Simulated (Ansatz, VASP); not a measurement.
## P: VASP beside Ansatz

File INCAR:

```
SYSTEM = P
PREC = Accurate
ENCUT = 520
EDIFF = 1E-6
ISMEAR = -1
SIGMA = 0.05
LREAL = .False.
LASPH = .True.
NELM = 60
ALGO = Normal
ISIF = 2
LWAVE = .False.
LCHARG = .False.
GGA = CA
NBANDS = 8
```

KPOINTS

```
regular mesh
0
Gamma
  17 17 17
  0 0 0
```

The input POSCAR:

```
P
1.0
   -1.2088347980      1.2088347980      1.2088347980
    1.2088347980     -1.2088347980      1.2088347980
    1.2088347980      1.2088347980     -1.2088347980
P
1
Direct
    0.0000000000      0.0000000000      0.0000000000
```

Input for Ansatz:

```yaml
crystal:
  lattice:
    - [-1.208834798, 1.208834798, 1.208834798]
    - [1.208834798, -1.208834798, 1.208834798]
    - [1.208834798, 1.208834798, -1.208834798]
  atoms:
    - { symbol: P, position: [0.0, 0.0, 0.0] }
kpoints:
  mp_grid: { grid: [17, 17, 17] }
scf:
  occupations: { method: fermi_dirac, width: 0.05 }
hamiltonian:
  xc: lda
  pseudopotentials: { kind: all_electron, datasets: crystal }
output:
  forces: true
  stress: true
  eigenvalues: true
```

Change from the starting cell: volume scaled by 0.52, crystal datasets.

Alike in both runs: task single point; functional LDA; k mesh 17 × 17 × 17; occupations fermi-dirac, width 0.05 eV; no spin polarisation.

```csv
,VASP,Ansatz
version,VASP 6.6.1,Ansatz 0.2.0
potentials or method,"VASP PAW LDA potentials, release 64 (P)","all-electron PAW with datasets made for the crystal, scalar-relativistic"
plane-wave cutoff (eV),520,see its input
```

```tsv
	VASP	Ansatz	Ansatz less VASP
pressure (GPa)	266.9	271.5	+4.60
```

Ansatz ran all-electron here, so the differences hold the error of VASP's frozen core and of both bases.

Caveats: the cell as given lies far from equilibrium; so large a pressure means that the cell lies far from this level's equilibrium, or that cutoff or potentials fall short (VASP).
